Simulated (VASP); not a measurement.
# CaSe (Fm-3m) in VASP: a series of runs

Runs on CaSe. Level: PBEsol. Tasks: single point.

All numbers are computed with VASP 6.6.1; they aren't measurements. Logs are shortened: lines on timing, memory, paths and dates and some standing lists are left out, and cuts for length are marked.

**Measured values to compare with.**

From a printed reference work, monograph, original work of 1988, for a bulk crystal of CaSe at 2 K: band gap 3.85 eV (indirect).

The results are compared with them further down.

### Step 1. The cell of the first run

The structure is cubic, space group Fm-3m (No. 225). The conventional cell has a = 5.869 Å, b = 5.869 Å, c = 5.869 Å, α = 90.00°, β = 90.00°, γ = 90.00°. Within 3.9 Å of Ca (site symmetry m-3m) lie 6 Se at 2.93 Å. Within 3.9 Å of Se (site symmetry m-3m) lie 6 Ca at 2.93 Å.

### Step 2. Single point, PBEsol

File INCAR:

```
  PREC = Accurate
  ENCUT = 520
  EDIFF = 1E-6
  ISMEAR = 0
  SIGMA = 0.01
  LREAL = False
  LASPH = True
  NELM = 80
  ALGO = Normal
  ISIF = 2
  LWAVE = False
  LCHARG = True
  GGA = PS
  LELF = True
  LVHAR = True
  NBANDS = 15
```

File KPOINTS:

```
regular mesh
0
Gamma
  6 6 6
```

File POSCAR:

```
CaSe
1.0
    0.0000000000      2.9344539877      2.9344539877
    2.9344539877      0.0000000000      2.9344539877
    2.9344539877      2.9344539877      0.0000000000
Ca Se
1 1
Direct
    0.0000000000      0.0000000000      0.0000000000
    0.5000000000      0.5000000000      0.5000000000
```

Potentials or basis: VASP PAW PBE potentials, release 64 (Ca_sv, Se).

Started as:

```console
cat potpaw_PBE.64/Ca_sv/POTCAR potpaw_PBE.64/Se/POTCAR > POTCAR
mpirun -np 1 vasp_std > vasp.out
```

OUTCAR:

```text
PREC = Accurate
   ENCUT = 520
   EDIFF = 1E-6
   ISMEAR = 0
   LREAL = False
   LASPH = True
   NELM = 80
   ISIF = 2
   GGA = PS

 ion  position               nearest neighbor table
   1  0.000  0.000  0.000-   2 2.93   2 2.93   2 2.93   2 2.93   2 2.93   2 2.93
   2  0.500  0.500  0.500-   1 2.93   1 2.93   1 2.93   1 2.93   1 2.93   1 2.93

  LATTYP: Found a face centered cubic cell.
 ALAT       =     5.8689079754

  Lattice vectors:

 A1 = (   0.0000000000,   2.9344539877,   2.9344539877)
 A2 = (   2.9344539877,   0.0000000000,   2.9344539877)
 A3 = (   2.9344539877,   2.9344539877,   0.0000000000)

Analysis of symmetry for initial positions (statically):
=====================================================================
 Subroutine PRICEL returns:
 Original cell was already a primitive cell.

 Routine SETGRP: Setting up the symmetry group for a
 face centered cubic supercell.

 Subroutine GETGRP returns: Found 48 space group operations
 (whereof 48 operations were pure point group operations)
 out of a pool of 48 trial point group operations.

The static configuration has the point symmetry O_h .

Analysis of symmetry for dynamics (positions and initial velocities):
=====================================================================
 Subroutine PRICEL returns:
 Original cell was already a primitive cell.

 Routine SETGRP: Setting up the symmetry group for a
 face centered cubic supercell.

 Subroutine GETGRP returns: Found 48 space group operations
 (whereof 48 operations were pure point group operations)
 out of a pool of 48 trial point group operations.

The dynamic configuration has the point symmetry O_h .

 Subroutine INISYM returns: Found 48 space group operations
 (whereof 48 operations are pure point group operations),
 and found     1 'primitive' translations

----------------------------------------------------------------------------------------

                                     Primitive cell

  volume of cell :      50.5373

  direct lattice vectors                    reciprocal lattice vectors
     0.000000000  2.934453988  2.934453988    -0.170389450  0.170389450  0.170389450
     2.934453988  0.000000000  2.934453988     0.170389450 -0.170389450  0.170389450
     2.934453988  2.934453988  0.000000000     0.170389450  0.170389450 -0.170389450

  length of vectors
     4.149944628  4.149944628  4.149944628     0.295123184  0.295123184  0.295123184

  position of ions in fractional coordinates (direct lattice)
     0.000000000  0.000000000  0.000000000
     0.500000000  0.500000000  0.500000000

  ion indices of the primitive-cell ions
   primitive index   ion index
                 1           1
                 2           2

----------------------------------------------------------------------------------------

 KPOINTS: regular mesh

Automatic generation of k-mesh.
 Grid dimensions read from file:
 generate k-points for:    6    6    6

 Generating k-lattice:

  Cartesian coordinates                     Fractional coordinates (reciprocal lattice)
    -0.028398242  0.028398242  0.028398242     0.166666667  0.000000000  0.000000000
     0.028398242 -0.028398242  0.028398242     0.000000000  0.166666667  0.000000000
     0.028398242  0.028398242 -0.028398242     0.000000000  0.000000000  0.166666667

  Length of vectors
     0.049187197  0.049187197  0.049187197

  Shift w.r.t. Gamma in fractional coordinates (k-lattice)
     0.000000000  0.000000000  0.000000000

 Subroutine IBZKPT returns following result:
 ===========================================

 Found     16 irreducible k-points:

 Following reciprocal coordinates:
            Coordinates               Weight
  0.000000  0.000000  0.000000      1.000000
  0.166667  0.000000  0.000000      8.000000
  0.333333  0.000000  0.000000      8.000000
  0.500000  0.000000  0.000000      4.000000
  0.166667  0.166667  0.000000      6.000000
  0.333333  0.166667  0.000000     24.000000
[... 8 lines left out ...]
 -0.333333  0.333333  0.166667     24.000000
 -0.333333  0.500000  0.166667     12.000000
   k-points           NKPTS =     16   k-points in BZ     NKDIM =     16   number of bands    NBANDS=     15
   number of dos      NEDOS =    301   number of ions     NIONS =      2
   total plane-waves  NPLWV =  32768
   dimension x,y,z NGX =    32 NGY =   32 NGZ =   32
   dimension x,y,z NGXF=    64 NGYF=   64 NGZF=   64
   ions per type =               1   1
   NGX,Y,Z   is equivalent  to a cutoff of  12.82, 12.82, 12.82 a.u.
   NGXF,Y,Z  is equivalent  to a cutoff of  25.64, 25.64, 25.64 a.u.
 SYSTEM =  unknown system
   PREC   = accura    normal or accurate (medium, high low for compatibility)
   ISTART =      0    job   : 0-new  1-cont  2-samecut
   ICHARG =      2    charge: 1-file 2-atom 10-const
   ISPIN  =      1    spin polarized calculation?
   LNONCOLLINEAR =      F non collinear calculations
   LSORBIT =      F    spin-orbit coupling
[... 30 lines left out ...]
   AEXX    =    0.0000 exact exchange contribution
   IVDW    =     0    specifies the selected vdW correction
   LEPSILON=     F    determine dielectric tensor
   LRPA    =     F    only Hartree local field effects (RPA)
 non-spin polarized calculation
 Gauss-broadening in eV      SIGMA  =   0.01
  energy-cutoff  :      520.00
  volume of cell :       50.54
 maximum number of plane-waves:      1380
   NGX = 15   NGY = 15   NGZ = 15

 number of electron      16.0000001 magnetization

 Free energy of the ion-electron system (eV)
  ---------------------------------------------------
  ext. energy  EPLUGINS =         0.00000000
  ---------------------------------------------------
  free energy    TOTEN  =       -10.07297734 eV

  energy without entropy =      -10.07297734  energy(sigma->0) =      -10.07297734

 E-fermi :   2.5521     XC(G=0):  -9.4275

 val. band max:        2.5088781379   @ k =   0.0000   0.0000   0.0000
 cond. band min:       4.3747210942   @ k =   0.5000   0.5000   0.0000
 fundamental gap:      1.8658429562
 Fermi energy:         2.5521321520

 k-point     1 :       0.0000    0.0000    0.0000
  band No.  band energies     occupation
      1     -36.9627      2.00000
      2     -18.0421      2.00000
      3     -18.0421      2.00000
      4     -18.0421      2.00000
      5      -9.3998      2.00000
      6       2.5089      2.00000
      7       2.5089      2.00000
      8       2.5089      2.00000
      9       5.8181      0.00000
     10       6.1445      0.00000
     11       6.1445      0.00000
     12       6.1445      0.00000
     13       6.7700      0.00000
     14       6.7700      0.00000
     15      12.0756      0.00000

 k-point     2 :       0.1667    0.0000    0.0000
  band No.  band energies     occupation
      1     -36.9607      2.00000
      2     -18.0763      2.00000
      3     -18.0443      2.00000
      4     -18.0443      2.00000
      5      -9.2268      2.00000
      6       1.2649      2.00000
      7       2.0934      2.00000
      8       2.0934      2.00000
      9       6.0655      0.00000
     10       6.5192      0.00000
     11       6.5192      0.00000
     12       7.3334      0.00000
     13       7.5014      0.00000
     14       7.5014      0.00000
     15      12.3155      0.00000

 k-point     3 :       0.3333    0.0000    0.0000
  band No.  band energies     occupation
      1     -36.9567      2.00000
      2     -18.1431      2.00000
      3     -18.0487      2.00000
      4     -18.0487      2.00000
      5      -8.8513      2.00000
      6      -0.2925      2.00000
      7       1.4862      2.00000
      8       1.4862      2.00000
      9       6.3673      0.00000
     10       7.3840      0.00000
     11       7.3840      0.00000
     12       8.6420      0.00000
     13       9.0202      0.00000
     14       9.0202      0.00000
     15      12.0555      0.00000
[... 199 lines left out ...]
 k-point    15 :      -0.3333    0.3333    0.1667
  band No.  band energies     occupation
      1     -36.9527      2.00000
      2     -18.1344      2.00000
      3     -18.0943      2.00000
      4     -18.0700      2.00000
      5      -8.6750      2.00000
      6      -0.1290      2.00000
      7       0.6100      2.00000
      8       1.1072      2.00000
      9       6.9084      0.00000
     10       6.9886      0.00000
     11       8.2841      0.00000
     12       8.4852      0.00000
     13       8.5523      0.00000
     14      10.3556      0.00000
     15      11.2908      0.00000

 k-point    16 :      -0.3333    0.5000    0.1667
  band No.  band energies     occupation
      1     -36.9520      2.00000
      2     -18.1231      2.00000
      3     -18.0944      2.00000
      4     -18.0862      2.00000
      5      -8.7111      2.00000
      6       0.1302      2.00000
      7       0.8550      2.00000
      8       0.9282      2.00000
      9       5.7381      0.00000
     10       7.7057      0.00000
     11       7.8772      0.00000
     12       8.3933      0.00000
     13       8.6266      0.00000
     14       9.5945      0.00000
     15      12.0600      0.00000

------------------------ aborting loop because EDIFF is reached ----------------------------------------

  FORCE on cell =-STRESS in cart. coord.  units (eV):
  Direction    XX          YY          ZZ          XY          YZ          ZX
  --------------------------------------------------------------------------------------
  -------------------------------------------------------------------------------------
  Total        0.0663930      0.0663930      0.0663930      0.0000000     -0.0000000      0.0000000
  in kB        2.1048504      2.1048504      2.1048504      0.0000000     -0.0000000      0.0000000
  external PRESSURE =       2.1048504 kB  Pullay stress =       0.0000000 kB

 VOLUME and BASIS-vectors are now :
 -----------------------------------------------------------------------------
  energy-cutoff  :      520.00
  volume of cell :       50.54
      direct lattice vectors                 reciprocal lattice vectors
     0.000000000  2.934453988  2.934453988    -0.170389450  0.170389450  0.170389450
     2.934453988  0.000000000  2.934453988     0.170389450 -0.170389450  0.170389450
     2.934453988  2.934453988  0.000000000     0.170389450  0.170389450 -0.170389450

 POSITION                                       TOTAL-FORCE (eV/Angst)
 -----------------------------------------------------------------------------------
      0.00000      0.00000      0.00000         0.000000      0.000000      0.000000
      2.93445      2.93445      2.93445        -0.000000     -0.000000     -0.000000
 -----------------------------------------------------------------------------------
    total drift:                                0.000000     -0.000000     -0.000000

  FREE ENERGIE OF THE ION-ELECTRON SYSTEM (eV)
  ---------------------------------------------------
  free  energy   TOTEN  =       -10.0729773393 eV

  energy  without entropy=      -10.0729773393  energy(sigma->0) =      -10.07297734
```

It took 16 s on 1 thread of Intel Xeon Platinum 8259CL at 2.50GHz (Skylake/Cascade Lake), shared host; peak memory 0.17 GiB.

What came out:

```
Free energy            : -10.0730 eV
Pressure               : 0.2 GPa
Band gap on the k mesh : 1.87 eV, indirect (least direct gap 2.84 eV)
```

Levels at points of the mesh, in eV from the valence-band top:
| k point | band 6 | band 7 | band 8 | band 9 | band 10 | band 11 |
| --- | --- | --- | --- | --- | --- | --- |
| (0.00, 0.00, 0.00) | 0.00 | 0.00 | 0.00 | 3.31 | 3.64 | 3.64 |
| (0.50, 0.00, 0.00) | -3.43 | -1.27 | -1.27 | 4.42 | 5.51 | 5.54 |
| (0.50, 0.50, 0.00) | -2.62 | -0.97 | -0.97 | 1.87 | 5.04 | 5.07 |

Caveat: the PAW data sets were made with another functional, which shifts forces and pressure a little.

### Step 3. Single point, PBEsol

File INCAR:

```
SYSTEM = CaSe
PREC = Accurate
ENCUT = 520
EDIFF = 1E-6
ISMEAR = 0
SIGMA = 0.01
LREAL = .FALSE.
LASPH = .TRUE.
NELM = 80
ALGO = Normal
ISIF = 2
LWAVE = .FALSE.
LCHARG = .TRUE.
GGA = PS
LELF = .TRUE.
LVHAR = .TRUE.
NBANDS = 15
```

File KPOINTS:

```
regular mesh
0
G
  6 6 6
  0 0 0
```

POSCAR is that of step 2.

Potentials or basis: VASP PAW PBE potentials, release 64 (Ca_sv, Se).

Started as:

```console
cat potpaw_PBE.64/Ca_sv/POTCAR potpaw_PBE.64/Se/POTCAR > POTCAR
mpirun -np 1 vasp_std > vasp.out
```

It took 15 s on 1 thread of Intel Xeon Platinum 8259CL at 2.50GHz (Skylake/Cascade Lake), shared host; peak memory 0.17 GiB.

The run converged. Its results:

* Free energy: -10.0730 eV
* Pressure: 0.2 GPa
* Band gap on the k mesh: 1.87 eV, indirect (least direct gap 2.84 eV)

Levels at points of the mesh, in eV from the valence-band top:
```
           k point  band 6  band 7  band 8  band 9  band 10  band 11
(0.00, 0.00, 0.00)    0.00    0.00    0.00    3.31     3.64     3.64
(0.50, 0.00, 0.00)   -3.43   -1.27   -1.27    4.42     5.51     5.54
(0.50, 0.50, 0.00)   -2.62   -0.97   -0.97    1.87     5.04     5.07
```

Caveat: the PAW data sets were made with another functional, which shifts forces and pressure a little.

### Step 4. Single point, PBEsol

This run uses another cell than the first one, of 24.89 Å³/atom, 0.985 times its volume.

File INCAR:

```
SYSTEM = CaSe
ALGO = Normal
EDIFF = 1E-6
ENCUT = 520
GGA = PS
ISIF = 2
ISMEAR = 0
LASPH = .True.
LCHARG = .False.
LREAL = .False.
LWAVE = .False.
NBANDS = 15
NELM = 100
PREC = Accurate
SIGMA = 0.01
```

File KPOINTS:

```
k-points
0
Gamma
  6 6 6
  0 0 0
```

File POSCAR:

```
CaSe
1.0
    0.0000000000      2.9197817177      2.9197817177
    2.9197817177      0.0000000000      2.9197817177
    2.9197817177      2.9197817177      0.0000000000
Ca Se
1 1
Direct
    0.0000000000      0.0000000000      0.0000000000
    0.5000000000      0.5000000000      0.5000000000
```

Started as:

```console
cat potpaw_PBE.64/Ca_sv/POTCAR potpaw_PBE.64/Se/POTCAR > POTCAR
mpirun -np 1 vasp_std > vasp.out
```

Run time: 12 s. Hardware: 1 thread of Intel Xeon Platinum 8259CL at 2.50GHz (Skylake/Cascade Lake), shared host; peak memory 0.17 GiB.

Results (log left out):

| Quantity | Value |
| --- | --- |
| Free energy | -10.0699 eV |
| Pressure | 1.0 GPa |
| Band gap on the k mesh | 1.83 eV, indirect (least direct gap 2.81 eV) |

Levels at points of the mesh, in eV from the valence-band top:
```csv
k point,band 6,band 7,band 8,band 9,band 10,band 11
"(0.00, 0.00, 0.00)",0.00,0.00,0.00,3.39,3.63,3.63
"(0.50, 0.00, 0.00)",-3.49,-1.30,-1.30,4.44,5.55,5.58
"(0.50, 0.50, 0.00)",-2.66,-0.98,-0.98,1.83,5.10,5.11
```

Caveat: the PAW data sets were made with another functional, which shifts forces and pressure a little.

### Step 5. Single point, PBEsol

This run uses another cell than the first one, of 25.65 Å³/atom, 1.015 times its volume.

File INCAR:

```
PREC = Accurate
ENCUT = 520
EDIFF = 1E-6
ISMEAR = 0
SIGMA = 0.01
LREAL = F
LASPH = T
NELM = 60
ALGO = Normal
ISIF = 2
LWAVE = F
LCHARG = F
GGA = PS
NBANDS = 15
```

File KPOINTS:

```
Automatic mesh
0
Gamma
  6 6 6
```

File POSCAR:

```
CaSe
1.0
    0.0000000000      2.9491262576      2.9491262576
    2.9491262576      0.0000000000      2.9491262576
    2.9491262576      2.9491262576      0.0000000000
Ca Se
1 1
Direct
    0.0000000000      0.0000000000      0.0000000000
    0.5000000000      0.5000000000      0.5000000000
```

Started as:

```console
cat potpaw_PBE.64/Ca_sv/POTCAR potpaw_PBE.64/Se/POTCAR > POTCAR
mpirun -np 1 vasp_std > vasp.out
```

It took 13 s on 1 thread of Intel Xeon Platinum 8259CL at 2.50GHz (Skylake/Cascade Lake), shared host; peak memory 0.17 GiB.

The run converged. Its results:

```yaml
Free_energy: -10.0722 eV
Pressure: -0.6 GPa
Band_gap_on_the_k_mesh: 1.90 eV, indirect (least direct gap 2.86 eV)
```

Levels at points of the mesh, in eV from the valence-band top:
```csv
k point,band 6,band 7,band 8,band 9,band 10,band 11
"(0.00, 0.00, 0.00)",0.00,0.00,0.00,3.23,3.64,3.64
"(0.50, 0.00, 0.00)",-3.37,-1.23,-1.23,4.39,5.47,5.51
"(0.50, 0.50, 0.00)",-2.58,-0.96,-0.96,1.90,4.97,5.05
```

Caveat: the PAW data sets were made with another functional, which shifts forces and pressure a little.

### Step 6. Single point, PBEsol

File INCAR:

```
SYSTEM = CaSe
PREC = Accurate
ENCUT = 520
EDIFF = 1E-6
ISMEAR = -5
SIGMA = 0.1
LREAL = .FALSE.
LASPH = .TRUE.
NELM = 60
ALGO = Normal
ISIF = 2
LWAVE = .FALSE.
LCHARG = .FALSE.
GGA = PS
NBANDS = 15
```

File KPOINTS:

```
Automatic mesh
0
G
  6 6 6
  0 0 0
```

File POSCAR:

```
CaSe
1.0
    0.0000000000      2.9344539877      2.9344539877
    2.9344539877      0.0000000000      2.9344539877
    2.9344539877      2.9344539877      0.0000000000
Ca Se
1 1
Direct
    0.0000000000      0.0000000000      0.0000000000
    0.5000000000      0.5000000000      0.5000000000
```

Potentials or basis: VASP PAW PBE potentials, release 64 (Ca_sv, Se).

Started as:

```console
cat potpaw_PBE.64/Ca_sv/POTCAR potpaw_PBE.64/Se/POTCAR > POTCAR
mpirun -np 1 vasp_std > vasp.out
```

It took 12 s on 1 thread of Intel Xeon Platinum 8259CL at 2.50GHz (Skylake/Cascade Lake), shared host; peak memory 0.17 GiB.

Results (log left out):

```yaml
Free_energy: -10.0730 eV
Pressure: 0.2 GPa
Band_gap_on_the_k_mesh: 1.87 eV, indirect (least direct gap 2.84 eV)
```

Levels at points of the mesh, in eV from the valence-band top:
```
           k point  band 4  band 5  band 6  band 7  band 8  band 9  band 10  band 11  band 12  band 13
(0.00, 0.00, 0.00)  -20.55  -11.91    0.00    0.00    0.00    3.31     3.64     3.64     3.64     4.26
(0.50, 0.00, 0.00)  -20.56  -11.15   -3.43   -1.27   -1.27    4.42     5.51     5.54     5.54     7.68
(0.50, 0.50, 0.00)  -20.59  -11.30   -2.62   -0.97   -0.97    1.87     5.04     5.07     6.11     6.11
```

Caveat: the PAW data sets were made with another functional, which shifts forces and pressure a little.

### Step 7. The runs side by side

| cell | smearing | gap on the mesh (eV) | pressure (GPa) |
| --- | --- | --- | --- |
| a = 4.150 Å, angles 60.0°, 2 atoms | gaussian 0.01 eV | 1.87 | 0.2 |
| a = 4.129 Å, angles 60.0°, 2 atoms | gaussian 0.01 eV | 1.83 | 1.0 |
| a = 4.171 Å, angles 60.0°, 2 atoms | gaussian 0.01 eV | 1.90 | -0.6 |
| a = 4.150 Å, angles 60.0°, 2 atoms | tetrahedron | 1.87 | 0.2 |

Alike in all rows: task single point; level PBEsol; potentials or basis VASP PAW PBE potentials, release 64 (Ca_sv, Se); no spin polarisation; k mesh 6 × 6 × 6; cutoff (eV) 520.

Caveats: the PAW data sets were made with another functional, which shifts forces and pressure a little.

Absolute energies hang on the potentials; compare differences alone.

### Step 8. Against experiment

Step 2. Measured gap of CaSe: 3.85 eV (indirect; 2 K; a printed reference work, monograph, original work of 1988). This calculation gives 1.87 eV (-1.98 eV). So large a miss can be the level of theory's own, or it may mean another phase, state or a wrong row. Spin-orbit coupling on Se is left out. The value is that of PBEsol on a finite k mesh, which can miss the band edges, without temperature or zero-point motion. Semilocal functionals fall short of measured gaps as a rule.

Step 4. A measured gap of CaSe is 3.85 eV (indirect; 2 K; a printed reference work, monograph, original work of 1988); the calculated 1.83 eV misses it by -2.02 eV. So large a miss can be the level of theory's own, or it may mean another phase, state or a wrong row. Spin-orbit coupling on Se is left out. The value is that of PBEsol on a finite k mesh, which can miss the band edges, without temperature or zero-point motion. Semilocal functionals fall short of measured gaps as a rule.

Step 5. A measured gap of CaSe is 3.85 eV (indirect; 2 K; a printed reference work, monograph, original work of 1988); the calculated 1.90 eV misses it by -1.95 eV. So large a miss can be the level of theory's own, or it may mean another phase, state or a wrong row. Spin-orbit coupling on Se is left out. The value is that of PBEsol on a finite k mesh, which can miss the band edges, without temperature or zero-point motion. Semilocal functionals fall short of measured gaps as a rule.

Step 6. Measured gap of CaSe: 3.85 eV (indirect; 2 K; a printed reference work, monograph, original work of 1988). This calculation gives 1.87 eV (-1.98 eV). So large a miss can be the level of theory's own, or it may mean another phase, state or a wrong row. Spin-orbit coupling on Se is left out. The value is that of PBEsol on a finite k mesh, which can miss the band edges, without temperature or zero-point motion. Semilocal functionals fall short of measured gaps as a rule.
